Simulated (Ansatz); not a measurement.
# Be2H3I (built on the sites of a database entry of Sr2H3I): following an unstable mode

Which phase does Be2H3I (built on the sites of a database entry of Sr2H3I) fall into along its unstable mode, and how much energy does it gain?

Main program and level: Ansatz 0.2.0; DFT PBEsol, scalar-relativistic, plane waves, PAW.

Most raw output is cut from this account.

The structure was built from a prototype and need not be the compound's stable phase.

### Step 1. The structure

It takes space group P-3m1 (No. 164, trigonal). The conventional cell has a = 3.454 Å, b = 3.454 Å, c = 5.643 Å, α = 90.00°, β = 90.00°, γ = 120.00°. Nearest to Be lie 7 H at 1.46 to 2.11 Å and 3 Be at 2.44 Å and 3 I at 2.91 Å. Nearest to H lie 6 Be at 2.11 Å and 6 H at 2.13 Å. Nearest to H lie 1 Be at 1.46 Å. Nearest to I lie 8 H at 2.82 to 2.87 Å and 6 Be at 2.91 Å. Farther neighbours and most contacts between anions are not listed.

Structure file:

```cif
data_structure
_symmetry_space_group_name_H-M 'P 1'
_symmetry_Int_Tables_number 1
_cell_length_a 3.4536
_cell_length_b 3.4536
_cell_length_c 5.6432
_cell_angle_alpha 90.000
_cell_angle_beta 90.000
_cell_angle_gamma 120.000
_cell_volume 58.29
loop_
_atom_site_label
_atom_site_type_symbol
_atom_site_fract_x
_atom_site_fract_y
_atom_site_fract_z
_atom_site_occupancy
Be1 Be 0.66667 0.33333 0.62407 1
Be2 Be 0.33333 0.66667 0.37593 1
H3 H 0.00000 0.00000 0.50000 1
H4 H 0.66667 0.33333 0.36580 1
H5 H 0.33333 0.66667 0.63420 1
I6 I 0.00000 0.00000 0.00000 1
```

### Step 2. The dispersion

The cell comes from relaxations at this level that are not shown. Stability and thermal properties need the whole zone. Linear response on a 3×3×2 q mesh gives force constants as far as a supercell of that size would.

Input file input.yaml:

```yaml
crystal:
  lattice:
    - [3.4536400321, 3.372e-06, 0.0]
    - [-1.7268229363, 2.9909383173, 0.0]
    - [0.0, 0.0, 5.6431505783]
  atoms:
    - { symbol: Be, position: [0.6666666667, 0.3333333333, 0.6240659027] }
    - { symbol: Be, position: [0.3333333333, 0.6666666667, 0.3759340973] }
    - { symbol: H, position: [0.0, 0.0, 0.5] }
    - { symbol: H, position: [0.6666666667, 0.3333333333, 0.3657961977] }
    - { symbol: H, position: [0.3333333333, 0.6666666667, 0.6342038023] }
    - { symbol: I, position: [0.0, 0.0, 0.0] }
kpoints:
  mp_grid: { grid: [12, 12, 6] }
hamiltonian:
  xc: pbesol
scf:
  occupations: { method: methfessel_paxton, width: 0.15 }
output:
  eigenvalues: true
phonons:
  method: dfpt
  qmesh: [3, 3, 2]
  temperatures: { t_max: 1000, t_step: 50 }
  qpath:
    path:
      - [[0.0, 0.0, 0.0], [0.5, 0.0, 0.0], [0.33333333, 0.33333333, 0.0], [0.0, 0.0, 0.0], [0.0, 0.0, 0.5], [0.5, 0.0, 0.5], [0.33333333, 0.33333333, 0.5], [0.0, 0.0, 0.5]]
      - [[0.5, 0.0, 0.5], [0.5, 0.0, 0.0]]
      - [[0.33333333, 0.33333333, 0.5], [0.33333333, 0.33333333, 0.0]]
    npoints: 10
```

The run is started by

```sh
$ ansatz run input.yaml --threads 4 --pin off --max-ram 7168MiB --backend cpu --events-out ev --progress --plain --runs-dir out
```

Run time: 11 min. Hardware: 4 threads of Arm Neoverse V1, shared host; peak memory 2.2 GiB; 42 min of CPU time.

This step gave:

| Item | Value |
| --- | --- |
| volume per atom | 9.715 Å³ |
| gap on the k-mesh | 0 eV |
| sum-rule residual before enforcement | 4.00e-5 eV/Å² |
| lowest frequency on the path | -1040 cm⁻¹ |
| point group | -3m |
| highest frequency on the path or at a solved wavevector | 1602 cm⁻¹ |
| highest optical mode at the zone centre (no LO-TO term) | 1569 cm⁻¹ |
| lowest optical zone-centre mode | -1040 cm⁻¹ |
| lowest mode on the q mesh (acoustic modes at Γ apart) | -1040 cm⁻¹ |

Frequencies (cm⁻¹) solved at each irreducible wavevector; negative means imaginary. Frequencies by wavevector, by row:

| q in reciprocal lattice units | star | mode 1 | mode 2 | mode 3 | mode 4 | mode 16 | mode 17 | mode 18 |
| --- | --- | --- | --- | --- | --- | --- | --- | --- |
| 0 0 0 | 1 | -1040 | -1040 | -339 | -339 | 783 | 1564 | 1569 |
| 0 0 -0.5 | 1 | -1038 | -1038 | -347.2 | -347.2 | 800 | 1558 | 1602 |
| 0 0.3333 0 | 6 | -973.3 | -662.5 | -406.9 | -321.1 | 896 | 1561 | 1562 |
| 0 0.3333 -0.5 | 6 | -996.1 | -639.9 | -421.7 | -320.1 | 912.5 | 1559 | 1573 |
| 0.3333 0.3333 0 | 2 | -940.9 | -940.9 | -372 | -321.8 | 845.6 | 1550 | 1550 |
| 0.3333 0.3333 -0.5 | 2 | -847.1 | -847.1 | -338.9 | -336.8 | 856.8 | 1560 | 1560 |

Interpolated from a 3×3×2 q mesh. Phonon branches along the path, in cm⁻¹:

| point | branch 1 | branch 2 | branch 3 | branch 4 | branch 15 | branch 16 | branch 17 | branch 18 |
| --- | --- | --- | --- | --- | --- | --- | --- | --- |
| Γ | -1040 | -1040 | -339 | -339 | 783 | 783 | 1564 | 1569 |
| halfway | -984 | -723 | -349 | -307 | 863 | 880 | 1564 | 1565 |
| M | -977 | -685 | -492 | -326 | 884 | 904 | 1555 | 1557 |
| halfway | -978 | -813 | -410 | -330 | 866 | 884 | 1553 | 1554 |
| K | -941 | -941 | -372 | -322 | 846 | 846 | 1550 | 1550 |
| halfway | -975 | -705 | -335 | -315 | 849 | 891 | 1563 | 1563 |
| Γ | -1040 | -1040 | -339 | -339 | 783 | 783 | 1564 | 1569 |
| halfway | -1039 | -1039 | -343 | -343 | 792 | 792 | 1559 | 1588 |
| A | -1038 | -1038 | -347 | -347 | 800 | 800 | 1558 | 1602 |
| halfway | -1008 | -731 | -359 | -324 | 865 | 892 | 1561 | 1581 |
| L | -988 | -631 | -505 | -315 | 894 | 930 | 1551 | 1572 |
| halfway | -942 | -732 | -395 | -332 | 882 | 904 | 1554 | 1568 |
| H | -847 | -847 | -339 | -337 | 857 | 857 | 1560 | 1560 |
| halfway | -986 | -703 | -347 | -329 | 847 | 899 | 1562 | 1575 |
| A | -1038 | -1038 | -347 | -347 | 800 | 800 | 1558 | 1602 |
| jump to L | -988 | -631 | -505 | -315 | 894 | 930 | 1551 | 1572 |
| halfway | -982 | -658 | -498 | -321 | 889 | 917 | 1552 | 1566 |
| M | -977 | -685 | -492 | -326 | 884 | 904 | 1555 | 1557 |
| jump to H | -847 | -847 | -339 | -337 | 857 | 857 | 1560 | 1560 |
| halfway | -896 | -896 | -359 | -325 | 852 | 852 | 1555 | 1555 |
| K | -941 | -941 | -372 | -322 | 846 | 846 | 1550 | 1550 |

Symmetry leaves 6 wavevectors to solve. The lowest mode among them, the acoustic zeros apart, lies at Γ and is imaginary, 1040.4i cm⁻¹, so the energy falls along it.

### Step 3. The mode frozen in, largest atomic shift 0 Å

The mode followed lies at Γ with frequency 1040.4i cm⁻¹ and is 2-fold degenerate, the softest among the wavevectors solved. At small amplitude the distorted cell has space group no. 5 by a symmetry search on the positions. The undistorted cell that holds it gives the zero of energy on the same k mesh.

input.yaml, the sections that differ from step 2:

```yaml
output:
  forces: true
  stress: true
  eigenvalues: true
# crystal, kpoints, hamiltonian, scf: as in step 2
# phonons: removed
```

Elapsed: 1.5 s, on 4 threads; peak memory 0.39 GiB; 5.4 s of CPU time.

This step gave:

```
pressure                         : -2.52e-4 GPa
energy from the undistorted cell : 0 meV/atom
```

The run ends at a pressure of 0.00 GPa.

### Step 4. The mode frozen in, largest atomic shift 0.6 Å

The atoms are moved along the unstable eigenvector, the largest shift by 0.6 Å, with the cell fixed.

input.yaml, the sections that differ from step 3:

```yaml
crystal:
  lattice:
    - [3.4536400321, 3.372e-06, 0.0]
    - [-1.7268229363, 2.9909383173, 0.0]
    - [0.0, 0.0, 5.6431505783]
  atoms:
    - { symbol: Be, position: [0.6424689305, 0.3091355971, 0.6240659027] }
    - { symbol: Be, position: [0.3091355971, 0.6424689305, 0.3759340973] }
    - { symbol: H, position: [0.1737297444, 0.1737297444, 0.5] }
    - { symbol: H, position: [0.791002206, 0.4576688727, 0.3657961977] }
    - { symbol: H, position: [0.4576688727, 0.791002206, 0.6342038023] }
    - { symbol: I, position: [8.17058e-05, 8.17058e-05, 0.0] }
# kpoints, hamiltonian, scf, output: as in step 3
```

Elapsed: 6 s, on 4 threads; peak memory 0.55 GiB.

Numbers from this step:

```
pressure                         : 2.643 GPa
energy from the undistorted cell : -167.6 meV/atom
```

The energy, extrapolated to zero smearing, is -167.62 meV/atom against the undistorted cell.

The run ends at a pressure of 2.64 GPa, with forces up to 1.4 eV/Å.

### Step 5. Energy along the mode, all amplitudes (two of the runs are shown above)

An imaginary frequency means negative curvature, so the energy should fall and then rise again as anharmonic terms take over.

This step gave:

- depth at the lowest point sampled: 167.6 meV/atom
- largest atomic shift at that point: 0.6 Å

Energy from the parent against largest atomic shift:

| largest atomic shift (Å) | energy from the parent (meV/atom) |
| --- | --- |
| 0.000 | 0 |
| 0.040 | -1.26 |
| 0.080 | -5.00 |
| 0.140 | -15.0 |
| 0.220 | -35.1 |
| 0.320 | -68.3 |
| 0.450 | -117 |
| 0.600 | -168 |

Displacement at unit largest shift by atom:

| atom | x (Å) | y (Å) | z (Å) | size |
| --- | --- | --- | --- | --- |
| Be1 | -0.070 | -0.121 | 0.000 | 0.140 |
| Be2 | -0.070 | -0.121 | 0.000 | 0.140 |
| H3 | 0.500 | 0.866 | 0.000 | 1.000 |
| H4 | 0.358 | 0.620 | 0.000 | 0.716 |
| H5 | 0.358 | 0.620 | 0.000 | 0.716 |
| I6 | 0.000 | 0.000 | 0.000 | 0.000 |

The lowest of the steps tried is the last one, at 0.6 Å, 168 meV/atom below the parent; the bottom of the well need not coincide with a step.

### Step 6. Relaxing from the distorted cell

Starting from the lowest point found, all atoms and the cell are let go, so that strain and other modes of the same symmetry can join in.

input.yaml, as its differences from that of step 4:

```diff
@@ -22 +22,6 @@
   eigenvalues: true
+relax:
+  adjacent_minimum: "off"
+  f_tol: 0.002
+  max_steps: 120
+  cell: { stress_tol: 0.03 }
```

It took 3.8 min on 4 threads; peak memory 0.75 GiB.

The steps of the relaxation (22 of 27):

| step | energy less that of the first step (eV) | largest force component (eV/Å) | pressure (GPa) | volume (Å³) |
| --- | --- | --- | --- | --- |
| 1 | 0.0000 | 0.9979 | 2.64 | 58.29 |
| 2 | -0.6523 | 1.0107 | 0.40 | 62.61 |
| 3 | -1.2948 | 0.6439 | 4.32 | 64.87 |
| 5 | -1.9695 | 0.3799 | 1.91 | 70.47 |
| 6 | -2.1530 | 0.2173 | 0.86 | 73.61 |
| 7 | -2.2603 | 0.3164 | 0.38 | 76.34 |
| 8 | -2.3262 | 0.0978 | -0.05 | 77.63 |
| 10 | -2.4100 | 0.2065 | -0.57 | 75.63 |
| 11 | -2.4157 | 0.1110 | 0.64 | 74.03 |
| 12 | -2.4197 | 0.0191 | -0.09 | 74.80 |
| 13 | -2.4200 | 0.0041 | 0.05 | 74.61 |
| 15* | -2.5476 | 0.0072 | 1.96 | 74.66 |
| 16 | -2.6077 | 0.0797 | 1.06 | 76.42 |
| 17 | -2.6432 | 0.0631 | 0.33 | 78.59 |
| 18 | -2.6521 | 0.0319 | -0.05 | 79.83 |
| 20 | -2.6524 | 0.0043 | 0.01 | 79.99 |
| 21 | -2.6523 | 0.0024 | 0.00 | 80.04 |
| 22 | -2.6524 | 0.0021 | 0.00 | 80.03 |
| 23 | -2.6524 | 0.0001 | 0.00 | 80.03 |
| 25 | -2.6584 | 0.0030 | 0.02 | 80.02 |
| 26 | -2.6585 | 0.0007 | 0.00 | 80.04 |
| 27* | -2.6585 | 0.0007 | 0.00 | 80.04 |

Relaxation steps marked * repeat the geometry before them on a plane-wave basis chosen anew for their cell, so energy and pressure can jump there. Other such steps can lie between the rows shown.

The run keeps the 2 symmetry operations that it works with, so distortions that break them were not tested.

| cell as run | before | after | change |
| --- | --- | --- | --- |
| a (Å) | 3.454 | 4.168 | +20.7 % |
| b (Å) | 3.454 | 4.168 | +20.7 % |
| c (Å) | 5.643 | 6.174 | +9.4 % |
| α (°) | 90.00 | 115.91 | +28.8 % |
| β (°) | 90.00 | 64.09 | -28.8 % |
| γ (°) | 120.00 | 120.22 | +0.2 % |
| volume (Å³/atom) | 9.72 | 13.34 | +37.3 % |

The atoms that moved most (Å, as changes of fractional coordinates times the final cell):

| atom | dx | dy | dz | length |
| --- | --- | --- | --- | --- |
| H5 | -0.103 | 0.332 | -1.170 | 1.221 |
| H4 | 0.339 | 0.077 | 1.170 | 1.221 |
| Be2 | -0.061 | -0.635 | 0.303 | 0.706 |
| Be1 | -0.520 | -0.370 | -0.303 | 0.706 |
| I6 | 0.272 | 0.472 | 0.000 | 0.544 |
| H3 | 0.072 | 0.125 | 0.000 | 0.144 |

Final coordinates:

```xyz
6
Lattice="4.0698 0.0486 0.8963 -1.9928 3.5488 -0.8963 1.4646 -0.8456 5.9379" Properties=species:S:1:pos:R:3 pbc="T T T"
Be    2.3931    0.2307    3.7014
Be    0.4678    1.3423    2.2366
H     1.1652    0.3271    2.9690
H     3.1820    1.4299    3.6412
H     1.1119    2.6251    2.2968
I     0.2724    0.4718    0.0000
```

Numbers from this step:

- pressure: 0.004184 GPa
- gap on the k-mesh: 2.777 eV
- volume per atom: 13.34 Å³

The distorted start has space group C2; the relaxation ends in C2.

### Step 7. The new phase in its own primitive cell

The relaxed structure is symmetrised, reduced to its primitive cell and relaxed tightly, as its phonons need.

Input file input.yaml:

```yaml
crystal:
  lattice:
    - [3.6131373118, -2.076998844, 0.0]
    - [3.6131373118, 2.076998844, 0.0]
    - [-3.1113089152, 0.0, 5.3328104449]
  atoms:
    - { symbol: Be, position: [0.4752822979, 0.8029867246, 0.4186606846] }
    - { symbol: Be, position: [0.1970132754, 0.5247177021, 0.5813393154] }
    - { symbol: H, position: [0.2084351223, 0.7915648777, 0.5] }
    - { symbol: H, position: [0.8357686514, 0.4735587085, 0.433489107] }
    - { symbol: H, position: [0.5264412915, 0.1642313486, 0.566510893] }
    - { symbol: I, position: [0.1311464181, 0.8688535819, 0.0] }
kpoints:
  mp_grid: { grid: [6, 6, 4] }
hamiltonian:
  xc: pbesol
scf:
  occupations: { method: fixed }
output:
  forces: true
  stress: true
  eigenvalues: true
relax:
  adjacent_minimum: "off"
  f_tol: 0.001
  max_steps: 60
  cell: { stress_tol: 0.01 }
```

Elapsed: 8.5 s, on 4 threads; peak memory 0.45 GiB.

Little changed from the start: no atom moved by 0.005 Å and no cell edge by 0.1 %.

This step gave:

| Quantity | Value |
| --- | --- |
| pressure | -7.68e-4 GPa |
| gap on the k-mesh | 2.779 eV |
| direct gap on mesh | 2.779 eV |

The largest force component left is 0.25 meV/Å and the pressure is -0.001 GPa, within the tolerances set. The cell now holds 13.34 Å³/atom.

### Step 8. Modes of the new phase, k-mesh 6×6×4, occupations fixed

A relaxed structure may still be a saddle point, so its zone-centre modes are computed. The response to a homogeneous field gives the Born charges and the dielectric tensor, and its change with displacement the Raman tensors.

Input file input.yaml:

```yaml
crystal:
  lattice:
    - [3.6137010589, -2.0767876877, -0.0022415526]
    - [3.6137010589, 2.0767876877, -0.0022415526]
    - [-3.1151027834, 0.0, 5.3341050166]
  atoms:
    - { symbol: Be, position: [0.4752183775, 0.8030075928, 0.4186716978] }
    - { symbol: Be, position: [0.1969924072, 0.5247816225, 0.5813283022] }
    - { symbol: H, position: [0.2085392332, 0.7914607668, 0.5] }
    - { symbol: H, position: [0.8356792958, 0.4734157255, 0.4332926917] }
    - { symbol: H, position: [0.5265842745, 0.1643207042, 0.5667073083] }
    - { symbol: I, position: [0.1310734685, 0.8689265315, 0.0] }
kpoints:
  mp_grid: { grid: [6, 6, 4] }
hamiltonian:
  xc: pbesol
scf:
  occupations: { method: fixed }
output:
  eigenvalues: true
phonons:
  method: dfpt
  dielectric: true
  rigid_motions: translations
  raman: true
```

Wall time 7.1 min (4 threads); peak memory 2.6 GiB.

This step gave:

```yaml
sum_rule_residual_before_enforcement: 9.67e-5 eV/Å²
miss_of_the_charge_sum_rule: 9.24e-4 e
estimated_error_of_the_dielectric_tensor: 0.01308
estimated_error_of_the_born_charges: 0.01811 e
point_group: 2
highest_optical_mode_at_the_zone_centre_no_lo_to_term: 2026 cm⁻¹
lowest_optical_zone_centre_mode: -78.69 cm⁻¹
mean_high_frequency_dielectric_constant: 4.209
largest_born_charge_third_of_the_trace: 1.450 e
top_of_the_zone_centre_spectrum_with_the_field: 2085 cm⁻¹
```

Patterns of degenerate modes are one choice out of their space. Modes at Γ, with each element's share of the kinetic energy (negative means imaginary):

| mode | frequency (cm⁻¹) | symmetry | Be % | H % | I % |
| --- | --- | --- | --- | --- | --- |
| 1 | -78.7 | B | 67 | 20 | 14 |
| 2 | 0.0 | acoustic | 12 | 2 | 86 |
| 3 | 0.0 | acoustic | 12 | 2 | 86 |
| 4 | 0.0 | acoustic | 12 | 2 | 86 |
| 5 | 172.6 | A | 73 | 14 | 13 |
| 6 | 329.7 | B | 83 | 4 | 13 |
| 7 | 418.4 | B | 33 | 67 | 1 |
| 8 | 434.9 | A | 80 | 20 | 0 |
| 9 | 445.4 | A | 94 | 5 | 1 |
| 10 | 476.2 | B | 68 | 32 | 0 |
| 11 | 579.1 | A | 9 | 91 | 0 |
| 12 | 638.3 | B | 4 | 95 | 1 |
| 13 | 987.8 | A | 10 | 90 | 0 |
| 14 | 1194.0 | A | 14 | 86 | 0 |
| 15 | 1298.5 | B | 14 | 86 | 0 |
| 16 | 1868.7 | B | 3 | 97 | 0 |
| 17 | 1891.4 | A | 7 | 93 | 0 |
| 18 | 2025.7 | B | 5 | 95 | 0 |

Displacements in mode 1 (-78.7 cm⁻¹), the largest set to 1:
```
Be1  0.79  0.02  0.13
Be2  0.79 -0.02  0.13
H3   0.97  0.00  0.66
H4   1.00  0.02 -0.13
H5   1.00 -0.02 -0.13
I6  -0.14  0.00 -0.02
```

Displacements in mode 10 (476.2 cm⁻¹), the largest set to 1:
```
Be1 -0.10 -0.65  0.00
Be2 -0.10  0.65  0.00
H3   0.50  0.00  0.99
H4   0.17 -0.45 -1.00
H5   0.17  0.45 -1.00
I6   0.01  0.00  0.01
```

Optical modes at the zone centre, without and with the macroscopic field of the longitudinal modes; each column is sorted by frequency, so a row need not hold one and the same mode. Modes with and without the field, by row:

| rank among optical modes | no field (cm⁻¹) | q along (1, 0, 0) (cm⁻¹) | q along (0, 1, 0) (cm⁻¹) | q along (0, 0, 1) (cm⁻¹) |
| --- | --- | --- | --- | --- |
| 1 | -78.7 | -77.8 | -78.7 | -78 |
| 2 | 172.6 | 172.6 | 173.2 | 172.6 |
| 3 | 329.7 | 334 | 329.7 | 374.1 |
| 4 | 418.4 | 425.2 | 418.4 | 434.9 |
| 5 | 434.9 | 434.9 | 437.9 | 435.4 |
| 6 | 445.4 | 445.4 | 456.3 | 445.4 |
| 7 | 476.2 | 477.2 | 476.2 | 497.7 |
| 8 | 579.1 | 579.1 | 579.1 | 579.1 |
| 9 | 638.3 | 646.6 | 638.3 | 719.1 |
| 10 | 987.8 | 987.8 | 991.1 | 987.8 |
| 11 | 1194 | 1194 | 1216 | 1194 |
| 12 | 1298 | 1313 | 1298 | 1309 |
| 13 | 1869 | 1879 | 1869 | 1883 |
| 14 | 1891 | 1891 | 1954 | 1891 |
| 15 | 2026 | 2085 | 2026 | 2040 |

Born charge (rows field, columns displacement) (e), principal values of the symmetric part by kind of site:

| atom | atoms with these values | low | middle | high | mean |
| --- | --- | --- | --- | --- | --- |
| Be1 | 2 | 1.05 | 1.16 | 2.14 | 1.45 |
| H3 | 1 | -1.29 | -0.41 | -0.40 | -0.70 |
| H4 | 2 | -1.04 | -0.57 | -0.36 | -0.66 |
| I6 | 1 | -1.99 | -0.37 | -0.30 | -0.89 |

In full for H4:

```
-0.44  0.19 -0.11
 0.19 -0.83  0.16
-0.12  0.20 -0.69
```

High-frequency dielectric tensor:

```
 3.60  0.00 -0.11
 0.00  3.94  0.00
-0.11  0.00  5.09
```

Transverse modes; imaginary modes are left out. Lines of the infrared spectrum (strongest = 100):

| position (cm⁻¹) | label | relative intensity |
| --- | --- | --- |
| 173 | A | 0.1 |
| 330 | B | 32 |
| 418 | B | 10 |
| 435 | A | 2.3 |
| 445 | A | 2.9 |
| 476 | B | 9.2 |
| 579 | A | 0.0 |
| 638 | B | 45 |
| 988 | A | 2.9 |
| 1194 | A | 22 |
| 1298 | B | 26 |
| 1869 | B | 45 |
| 1891 | A | 86 |
| 2026 | B | 100 |

Activity x (w_L - w)^4 (n + 1)/w, 532 nm, 300 K; imaginary modes are left out; modes without the macroscopic field alone. Lines of the Raman spectrum (strongest = 100):

| position (cm⁻¹) | label | relative intensity |
| --- | --- | --- |
| 173 | A | 3.4 |
| 330 | B | 12 |
| 418 | B | 2.9 |
| 435 | A | 2.4 |
| 445 | A | 100 |
| 476 | B | 0.8 |
| 579 | A | 8.3 |
| 638 | B | 1.5 |
| 988 | A | 42 |
| 1194 | A | 30 |
| 1298 | B | 1.1 |
| 1869 | B | 2.2 |
| 1891 | A | 4.7 |
| 2026 | B | 0.8 |

Before it was imposed, the acoustic sum rule was missed by 9.7e-5 eV/Å² and the charge sum rule by 9.2e-4 e. Small misses are needed for a sound result but don't prove that mesh and cutoff are converged. The lowest optical mode is imaginary, 78.7i cm⁻¹, so the energy falls along it.

The log warns of the k mesh: “the force constants stand on the 6×6×4 k-mesh, whose period is 13.88 times the interband length at k = (0.0000, 0.0000, -0.5000), direct gap 2.779 eV, under 14: take them and everything formed from them as unconverged”.

### Step 9. What came out

```json
{
 "unstable mode of the parent": "q = (0, 0, 0), 1040i cm⁻¹",
 "depth at the lowest point sampled": "168 meV/atom",
 "largest atomic shift at that point": "0.6 Å",
 "space group reached (within 0.01 Å)": "C2",
 "energy gained over the parent (first relaxation, on the mesh of the frozen mode)": "611 meV/atom",
 "volume per atom, phase reached": "13.3 Å³",
 "gap on the k-mesh, phase reached": "2.78 eV",
 "lowest optical zone-centre mode, phase reached": "-78.7 cm⁻¹",
 "highest optical mode at the zone centre (no LO-TO term), phase reached": "2026 cm⁻¹"
}
```

In words: Along this mode the structure falls into C2, 611 meV/atom below the parent. At the parent's cell the well is 167.6 meV/atom deep on the steps tried, with its lowest point at a shift of 0.6 Å. That is the last step tried, so the steps alone don't bracket the bottom of the well. Relaxing atoms and cell changes the gain by +443.05 meV/atom against the lowest step (energies at zero smearing). Most of the total comes from this relaxation. The new phase still has an imaginary mode at the zone centre of its cell, so it is a saddle point on the way to a lower structure. Of the 3 patterns followed to their end from this parent, this one ends 25.2 meV/atom above the lowest, C2. Each path keeps the symmetry of its pattern, so a lower phase may lie along a pattern not tried. With the field response the log warns that the k mesh is coarse for the force constants too, so the frequencies may not be converged. With no gap, or one that is small against the smearing, the frequencies hang on the k mesh and the smearing, most of all near Kohn anomalies. Spin-orbit coupling is left out, which can matter for the heavy elements here. The starting cell was built on a prototype and not taken from a measurement, so the phase need not exist.

[Logs are printed without paths, hosts, clocks, repeated set-up lines and the standing remarks that a program may print on its own settings, such as how far it seeks lower states.]

[Hosts, paths, dates, database ids (printed as entryN), source tags and the programs' standing remarks are cut or masked in the printed files.]
